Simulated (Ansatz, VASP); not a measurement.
**One calculation of Al12O, two programs**

```
CELL_PARAMETERS angstrom
5.71430 0.00000 0.00000
0.00000 5.71430 0.00000
0.00000 0.00000 19.67502
ATOMIC_POSITIONS crystal
Al 0.25000 0.25000 0.20330
Al 0.25000 0.75000 0.20330
Al 0.75000 0.25000 0.20330
Al 0.75000 0.75000 0.20330
Al 0.00000 0.00000 0.30928
Al 0.00000 0.50000 0.30928
Al 0.50000 0.00000 0.30928
Al 0.50000 0.50000 0.30928
Al 0.25000 0.25000 0.41550
Al 0.25000 0.75000 0.41550
Al 0.75000 0.25000 0.41550
Al 0.75000 0.75000 0.41550
O 0.33333 0.50000 0.46387
```

Alike in both runs: functional PBE; k mesh 5 × 5 × 1; occupations gaussian, width 0.1 eV; no spin polarisation.

Ansatz relaxed the structure, and its values are those at the end. VASP's run is a single point on that final structure, the one shown.

```csv
,VASP,Ansatz
version,VASP 6.6.1,Ansatz 0.2.0
potentials or method,"VASP PAW PBE potentials, release 64 (Al, O)","scalar-relativistic, plane waves, PAW"
plane-wave cutoff (eV),520,420
valence electrons in the cell,42,42
```

Ansatz gave:

```
gap on the k mesh at the Fermi level (eV) : none
rms of the force components (eV/Å)        : 0.138
```

**Question.** Estimate VASP's values.

**Answer.** gap on the k mesh at the Fermi level (eV): none; rms of the force components (eV/Å): 0.137.

A gap of «none» marks a metal or a gap that the smearing closes.
